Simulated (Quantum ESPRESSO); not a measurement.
# GaP (F-43m) in Quantum ESPRESSO: further runs, part 2 of 3

Quantum ESPRESSO 7.5. Earlier steps stand in the parts before.

### 3 Phonons, PBE, target pressure 50 GPa, at which the enthalpy is minimised

The input, pw.in:

```
&CONTROL
  calculation = 'scf'
  prefix = 'pwscf'
  outdir = './tmp'
  pseudo_dir = './pseudo'
  tprnfor = .true.
  tstress = .true.
  disk_io = 'low'
/
&SYSTEM
  ibrav = 0
  nat = 2
  ntyp = 2
  ecutwfc = 56
  ecutrho = 448
  nbnd = 19
  occupations = 'smearing'
  smearing = 'fd'
  degauss = 0.00367493
/
&ELECTRONS
  conv_thr = 4d-10
  electron_maxstep = 120
  mixing_beta = 0.5
/
ATOMIC_SPECIES
Ga    69.7230 ga_pbe_v1.4.uspp.F.UPF
P     30.9738 p_pbe_v1.5.uspp.F.UPF
CELL_PARAMETERS angstrom
   0.0000000000    2.7252500000    2.7252500000
   2.7252500000    0.0000000000    2.7252500000
   2.7252500000    2.7252500000    0.0000000000
ATOMIC_POSITIONS crystal
Ga     0.0000000000    0.0000000000    0.0000000000
P      0.7500000000    0.7500000000    0.7500000000
K_POINTS automatic
6 6 6 1 1 1
```

The input, relax.in:

```
&CONTROL
  calculation = 'vc-relax'
  prefix = 'pwscf'
  outdir = './tmp'
  pseudo_dir = './pseudo'
  tprnfor = .true.
  tstress = .true.
  disk_io = 'low'
  nstep = 40
  forc_conv_thr = 0.0001
  etot_conv_thr = 1d-06
/
&SYSTEM
  ibrav = 0
  nat = 2
  ntyp = 2
  ecutwfc = 56
  ecutrho = 448
  nbnd = 19
  occupations = 'smearing'
  smearing = 'fd'
  degauss = 0.00367493
/
&ELECTRONS
  conv_thr = 4d-10
  electron_maxstep = 120
  mixing_beta = 0.5
/
&IONS
  ion_dynamics = 'bfgs'
/
&CELL
  cell_dynamics = 'bfgs'
  press = 500
  press_conv_thr = 0.2
/
ATOMIC_SPECIES
Ga    69.7230 ga_pbe_v1.4.uspp.F.UPF
P     30.9738 p_pbe_v1.5.uspp.F.UPF
CELL_PARAMETERS angstrom
   0.0000000000    2.7252500000    2.7252500000
   2.7252500000    0.0000000000    2.7252500000
   2.7252500000    2.7252500000    0.0000000000
ATOMIC_POSITIONS crystal
Ga     0.0000000000    0.0000000000    0.0000000000
P      0.7500000000    0.7500000000    0.7500000000
K_POINTS automatic
6 6 6 1 1 1
```

The input, scf2.in:

```
&CONTROL
  calculation = 'scf'
  prefix = 'pwscf'
  outdir = './tmp'
  pseudo_dir = './pseudo'
  tprnfor = .true.
  tstress = .true.
  disk_io = 'low'
/
&SYSTEM
  ibrav = 0
  nat = 2
  ntyp = 2
  ecutwfc = 56
  ecutrho = 448
  nbnd = 19
  occupations = 'fixed'
/
&ELECTRONS
  conv_thr = 1d-13
  electron_maxstep = 120
  mixing_beta = 0.5
  startingpot = 'file'
  startingwfc = 'file'
/
ATOMIC_SPECIES
Ga    69.7230 ga_pbe_v1.4.uspp.F.UPF
P     30.9738 p_pbe_v1.5.uspp.F.UPF
CELL_PARAMETERS angstrom
   0.0000000000    2.4714963584    2.4714963584
   2.4714963584    0.0000000000    2.4714963584
   2.4714963584    2.4714963584    0.0000000000
ATOMIC_POSITIONS crystal
Ga     0.0000000000    0.0000000000    0.0000000000
P      0.7500000000    0.7500000000    0.7500000000
K_POINTS automatic
6 6 6 1 1 1
```

The input, ph.in:

```
phonons of GaP
&INPUTPH
  prefix = 'pwscf'
  outdir = './tmp'
  tr2_ph = 1d-18
  fildyn = 'dyn'
  niter_ph = 90
  alpha_mix(1) = 0.7
  epsil = .true.
/
0.0000000000 0.0000000000 0.0000000000
```

The input, dynmat.in:

```
&INPUT
  fildyn = 'dyn'
  asr = 'crystal'
  lperm = .true.
  filout = 'dynmat.disp'
  fileig = 'dynmat.eig'
/
```

The input, dynmat_lo.in:

```
&INPUT
  fildyn = 'dyn'
  asr = 'crystal'
  filout = 'dynmat_lo.disp'
  fileig = 'dynmat_lo.eig'
  q(1) = 0
  q(2) = 0
  q(3) = 1
/
```

Potentials or basis: GBRV 1.5 PBE.

Run with:

```console
OMP_NUM_THREADS=1 mpirun -n 4 pw.x -nk 4 -in pw.in > pw.out
OMP_NUM_THREADS=1 mpirun -n 4 pw.x -nk 4 -in relax.in > relax.out
OMP_NUM_THREADS=1 mpirun -n 4 pw.x -nk 4 -in scf2.in > scf2.out
OMP_NUM_THREADS=1 mpirun -n 4 ph.x -nk 4 -in ph.in > ph.out
OMP_NUM_THREADS=1 mpirun -n 1 dynmat.x -in dynmat.in > dynmat.out
OMP_NUM_THREADS=1 mpirun -n 1 dynmat.x -in dynmat_lo.in > dynmat_lo.out
```

pw.out:

```text
This program is part of the open-source Quantum ESPRESSO suite
     for quantum simulation of materials; please cite
[... 6 lines left out ...]
     using ibrav=0 with symmetry is DISCOURAGED, use correct ibrav instead

     K-points division:     npool     =       4
     Subspace diagonalization in iterative solution of the eigenvalue problem:
     a serial algorithm will be used

     G-vector sticks info
     --------------------
     sticks:   dense  smooth     PW     G-vecs:    dense   smooth      PW
     Sum        1639     823    253                43799    15473    2685

     Using Slab Decomposition

     bravais-lattice index     =            0
     lattice parameter (alat)  =       7.2832  a.u.
     unit-cell volume          =     273.1780 (a.u.)^3
     number of atoms/cell      =            2
     number of atomic types    =            2
     number of electrons       =        24.00
     number of Kohn-Sham states=           19
     kinetic-energy cutoff     =      56.0000  Ry
     charge density cutoff     =     448.0000  Ry
     scf convergence threshold =      4.0E-10
     mixing beta               =       0.5000
     number of iterations used =            8  plain     mixing
     Exchange-correlation=  SLA  PW   PBX  PBC
                           (   1   4   3   4   0   0   0)

     celldm(1)=   7.283166  celldm(2)=   0.000000  celldm(3)=   0.000000
     celldm(4)=   0.000000  celldm(5)=   0.000000  celldm(6)=   0.000000

     crystal axes: (cart. coord. in units of alat)
               a(1) = (   0.000000   0.707107   0.707107 )
               a(2) = (   0.707107   0.000000   0.707107 )
               a(3) = (   0.707107   0.707107   0.000000 )

     reciprocal axes: (cart. coord. in units 2 pi/alat)
               b(1) = ( -0.707107  0.707107  0.707107 )
               b(2) = (  0.707107 -0.707107  0.707107 )
               b(3) = (  0.707107  0.707107 -0.707107 )

     PseudoPot. # 1 for Ga read from file:
     ga_pbe_v1.4.uspp.F.UPF
     Pseudo is Ultrasoft + core correction, Zval = 19.0
     Generated by new atomic code, or converted to UPF format
     Using radial grid of  871 points,  6 beta functions with:
                l(1) =   0
                l(2) =   0
                l(3) =   1
                l(4) =   1
                l(5) =   2
                l(6) =   2
     Q(r) pseudized with  8 coefficients,  rinner =    1.250   1.250   1.250
                                                       1.250   1.250

     PseudoPot. # 2 for P  read from file:
     p_pbe_v1.5.uspp.F.UPF
     Pseudo is Ultrasoft + core correction, Zval =  5.0
     Generated by new atomic code, or converted to UPF format
     Using radial grid of  903 points,  6 beta functions with:
                l(1) =   0
                l(2) =   0
                l(3) =   1
                l(4) =   1
                l(5) =   2
                l(6) =   2
     Q(r) pseudized with  8 coefficients,  rinner =    1.300   1.300   1.300
                                                       1.300   1.300

     atomic species   valence    mass     pseudopotential
     Ga               19.00    69.72300     Ga( 1.00)
     P                 5.00    30.97380     P ( 1.00)

     24 Sym. Ops. (no inversion) found

   Cartesian axes

     site n.     atom                  positions (alat units)
         1        Ga     tau(   1) = (   0.0000000   0.0000000   0.0000000  )
         2        P      tau(   2) = (   1.0606602   1.0606602   1.0606602  )

     number of k points=    28  Fermi-Dirac smearing, width (Ry)=  0.0037
                       cart. coord. in units 2pi/alat
        k(    1) = (   0.0589256   0.0589256   0.0589256), wk =   0.0185185
        k(    2) = (   0.1767767   0.1767767  -0.0589256), wk =   0.0555556
        k(    3) = (   0.2946278   0.2946278  -0.1767767), wk =   0.0555556
        k(    4) = (  -0.2946278  -0.2946278   0.4124790), wk =   0.0555556
        k(    5) = (  -0.1767767  -0.1767767   0.2946278), wk =   0.0555556
        k(    6) = (  -0.0589256  -0.0589256   0.1767767), wk =   0.0555556
[... 20 lines left out ...]
        k(   27) = (   0.2946278   0.2946278   0.2946278), wk =   0.0185185
        k(   28) = (  -0.2946278  -0.2946278   0.8838835), wk =   0.0555556

     Dense  grid:    43799 G-vectors     FFT dimensions: (  50,  50,  50)

     Smooth grid:    15473 G-vectors     FFT dimensions: (  36,  36,  36)

     Initial potential from superposition of free atoms

     starting charge      22.9998, renormalised to      24.0000
     Starting wfcs are   16 randomized atomic wfcs +    3 random wfcs

     Self-consistent Calculation

     iteration #  1     ecut=    56.00 Ry     beta= 0.50
     Davidson diagonalization with overlap
     ethr =  1.00E-02,  avg # of iterations =  7.2

     total energy              =    -426.95686257 Ry
     estimated scf accuracy    <       7.58796265 Ry
[... 71 lines left out ...]
     iteration # 12     ecut=    56.00 Ry     beta= 0.50
     Davidson diagonalization with overlap
     ethr =  4.06E-12,  avg # of iterations =  2.6

     End of self-consistent calculation

          k = 0.0589 0.0589 0.0589 (  1937 PWs)   bands (ev):

   -86.3039 -86.3039 -86.3039  -6.7607  -6.7518  -6.7518  -6.6533  -6.6533
    -4.6822   6.8227   7.6119   7.6119  10.0391  11.7834  11.7834  11.8128
    16.9803  17.1050  17.1050

          k = 0.1768 0.1768-0.0589 (  1938 PWs)   bands (ev):

   -86.3039 -86.3039 -86.3039  -6.7899  -6.7432  -6.7397  -6.6557  -6.6506
    -4.2139   4.7506   6.5561   7.4035  10.5100  12.1578  12.2365  13.3765
    15.9894  17.0825  18.3862

          k = 0.2946 0.2946-0.1768 (  1932 PWs)   bands (ev):

   -86.3039 -86.3039 -86.3039  -6.8270  -6.7302  -6.7297  -6.6517  -6.6474
    -3.2131   2.1610   6.0435   6.8099  10.0741  12.5460  12.5916  15.3144
    16.9296  17.8233  18.9712

          k =-0.2946-0.2946 0.4125 (  1935 PWs)   bands (ev):
[... 19 lines left out ...]
   -86.3039 -86.3039 -86.3039  -6.8085  -6.7314  -6.7303  -6.6639  -6.6454
    -3.9845   4.4775   6.3695   6.3957  10.4423  11.6643  13.5438  13.6838
    15.5764  17.9982  19.4145

          k = 0.4125 0.1768-0.0589 (  1935 PWs)   bands (ev):

   -86.3039 -86.3039 -86.3039  -6.8355  -6.7212  -6.7155  -6.6674  -6.6417
    -3.1562   2.7600   5.1427   6.0097  10.7134  11.9549  13.3091  14.7827
    17.0878  19.4294  20.1824

          k =-0.1768-0.4125 0.5303 (  1933 PWs)   bands (ev):
[... 7 lines left out ...]
   -86.3039 -86.3039 -86.3039  -6.8363  -6.7245  -6.7162  -6.6594  -6.6467
    -2.8263   2.1666   4.5282   6.2461  11.2197  12.3780  13.4598  14.6952
    16.6488  18.9722  20.6927

          k = 0.0589-0.1768 0.2946 (  1935 PWs)   bands (ev):

   -86.3039 -86.3039 -86.3039  -6.8118  -6.7334  -6.7301  -6.6600  -6.6466
    -3.7721   3.7307   5.8213   6.8485  10.8846  11.8644  13.2793  13.5801
    16.0127  18.0455  19.1806

          k = 0.5303 0.0589 0.0589 (  1936 PWs)   bands (ev):
[... 7 lines left out ...]
   -86.3039 -86.3039 -86.3039  -6.8640  -6.7025  -6.6936  -6.6777  -6.6372
    -1.8606   1.1858   4.2984   4.9973  10.1671  11.1981  15.5936  16.7886
    18.2564  19.8128  20.9258

          k = 0.0589-0.4125 0.5303 (  1929 PWs)   bands (ev):

   -86.3039 -86.3039 -86.3039  -6.8506  -6.7171  -6.7021  -6.6642  -6.6459
    -2.0369   1.3555   3.8393   5.5310  10.7237  13.3107  14.2491  15.5986
    16.4401  18.3765  22.0918

          k = 0.1768-0.2946 0.4125 (  1932 PWs)   bands (ev):

   -86.3039 -86.3039 -86.3039  -6.8377  -6.7265  -6.7211  -6.6546  -6.6452
    -2.7497   1.6003   5.3601   6.3167  10.6096  12.1131  13.3388  15.2514
    17.6355  18.7250  19.9734

          k =-0.6482 0.0589 0.0589 (  1934 PWs)   bands (ev):

   -86.3039 -86.3039 -86.3039  -6.8714  -6.6932  -6.6899  -6.6853  -6.6328
    -1.9066   1.1385   4.7924   5.1195   9.5050  10.0351  17.3504  17.5645
    18.9416  19.7621  20.7921

          k =-0.5303 0.1768-0.0589 (  1937 PWs)   bands (ev):

   -86.3039 -86.3039 -86.3039  -6.8540  -6.7098  -6.7013  -6.6743  -6.6384
    -2.4462   1.8590   4.6072   5.3378  10.3664  11.5157  14.2888  16.1926
    18.0806  20.1505  20.5874

          k =-0.4125 0.0589 0.0589 (  1937 PWs)   bands (ev):

   -86.3039 -86.3039 -86.3039  -6.8373  -6.7150  -6.7138  -6.6731  -6.6398
    -3.3369   3.2222   5.6102   5.7870   9.9363  11.2595  14.5446  14.9745
    16.7242  18.7804  20.9599

          k = 0.1768 0.1768 0.1768 (  1934 PWs)   bands (ev):
[... 37 lines left out ...]
   -86.3039 -86.3039 -86.3039  -6.8556  -6.7140  -6.6950  -6.6693  -6.6435
    -1.8127   1.2334   3.9925   4.7465  11.5161  12.6050  13.7874  15.1328
    18.0683  20.0393  20.8582

          k =-0.7660 0.1768 0.1768 (  1919 PWs)   bands (ev):

   -86.3039 -86.3039 -86.3039  -6.8581  -6.7083  -6.6980  -6.6722  -6.6408
    -1.9079   1.2307   3.8741   5.4951   9.9470  12.5438  15.5679  15.7509
    17.4479  18.3237  22.1070

          k = 0.2946 0.2946 0.2946 (  1937 PWs)   bands (ev):
[... 7 lines left out ...]
   -86.3039 -86.3039 -86.3039  -6.8418  -6.7243  -6.7185  -6.6529  -6.6472
    -2.4825   1.2919   4.9613   6.2658  10.5343  12.4552  13.3747  15.8903
    17.8069  18.0344  19.7113

     the Fermi energy is     8.5300 ev

!    total energy              =    -430.92356548 Ry
     estimated scf accuracy    <          1.2E-12 Ry
     smearing contrib. (-TS)   =      -0.00000000 Ry
     internal energy E=F+TS    =    -430.92356548 Ry

     The total energy is F=E-TS. E is the sum of the following terms:
     one-electron contribution =    -396.46856830 Ry
     hartree contribution      =     206.66590098 Ry
     xc contribution           =     -54.50599454 Ry
     ewald contribution        =    -186.61490361 Ry

     convergence has been achieved in  12 iterations

     Forces acting on atoms (cartesian axes, Ry/au):

     atom    1 type  1   force =    -0.00000000   -0.00000000   -0.00000000
     atom    2 type  2   force =     0.00000000    0.00000000   -0.00000000

     Total force =     0.000000     Total SCF correction =     0.000000

     Computing stress (Cartesian axis) and pressure

          total   stress  (Ry/bohr**3)                   (kbar)     P=       24.94
   0.00016953   0.00000000  -0.00000000           24.94        0.00       -0.00
   0.00000000   0.00016953  -0.00000000            0.00       24.94       -0.00
  -0.00000000   0.00000000   0.00016953           -0.00        0.00       24.94

=------------------------------------------------------------------------------=
   JOB DONE.
=------------------------------------------------------------------------------=
```

Run time: 5.6 min. Hardware: 4 MPI ranks of AMD EPYC (Zen 3), shared host; peak memory 0.48 GiB.

What came out:

| Item | Value |
| --- | --- |
| Free energy | -5861.6598 eV |
| Relaxed volume | 15.10 Å³/atom |
| Relaxed cell | a = 3.495 Å, b = 3.495 Å, c = 3.495 Å, α = 60.00°, β = 60.00°, γ = 60.00° |
| Space group after relaxing (to 0.05 Å) | F-43m (No. 216) |
| Pressure after relaxing | 50.3 GPa |
| Electronic dielectric tensor (diagonal) | 9.76 |
| Born charges (mean of the diagonal) | Ga +1.68; P -1.68 e |
| Highest phonon frequency at Γ, LO-TO splitting left out | 504 cm⁻¹ |
| Static dielectric tensor (diagonal) | 10.60 |

Step by step:
```tsv
step	energy change (eV)	largest force (eV/Å)	pressure (GPa)	volume (Å³)
1	0.0000	0.0000	2.49	40.48
2	0.9923	0.0000	40.09	31.45
3	1.5022	0.0000	54.36	29.71
4	1.3362	0.0000	49.80	30.22
5	1.3434	0.0000	50.00	30.19
6	1.3435	0.0000	50.00	30.19
```

Final structure:
```cif
data_structure
_symmetry_space_group_name_H-M 'P 1'
_symmetry_Int_Tables_number 1
_cell_length_a 3.4952
_cell_length_b 3.4952
_cell_length_c 3.4952
_cell_angle_alpha 60.000
_cell_angle_beta 60.000
_cell_angle_gamma 60.000
_cell_volume 30.19
loop_
_atom_site_label
_atom_site_type_symbol
_atom_site_fract_x
_atom_site_fract_y
_atom_site_fract_z
_atom_site_occupancy
Ga1 Ga 0.00000 0.00000 0.00000 1
P1 P 0.75000 0.75000 0.75000 1
```

Levels at points of the mesh, in eV from the valence-band top:
```csv
k point,band 9,band 10,band 11,band 12,band 13,band 14,band 15,band 16
"(0.08, 0.08, 0.08)",-14.78,-0.80,0.00,0.00,3.84,4.07,4.07,5.20
```

Phonon frequencies in cm⁻¹ (negative: imaginary):
| q point | frequencies |
| --- | --- |
| (0.000, 0.000, 0.000) | 3 3 3 504 504 504 |

Electronic dielectric tensor:
```
9.76 0.00 0.00
0.00 9.76 0.00
0.00 0.00 9.76
```

Born effective charge tensors (e):
atom 1, Ga
```
1.68 0.00 0.00
0.00 1.68 0.00
0.00 0.00 1.68
```
atom 2, P
```
-1.68  0.00  0.00
 0.00 -1.68  0.00
 0.00  0.00 -1.68
```

Optical modes at Γ, degenerate ones joined, polar ones without the macroscopic field:
```csv
cm⁻¹,components,symmetry,active in,"IR intensity, summed ((D/Å)²/amu)"
504,3,T2,IR and Raman,9.08
```

Zone-centre frequencies without and with the macroscopic field along z (cm⁻¹):
```csv
,optical modes in rising order
without,504 504 504
with the field,504 504 525
```

Static dielectric tensor, electrons and zone-centre modes:
```
10.60  0.00  0.00
 0.00 10.60  0.00
 0.00  0.00 10.60
```

Caveat: the volume moved by over 15 % at a fixed basis, so the end points are rough; the cell is more than 3 GPa from zero pressure, which shifts response properties.

(Part 2 of 3 ends here.)
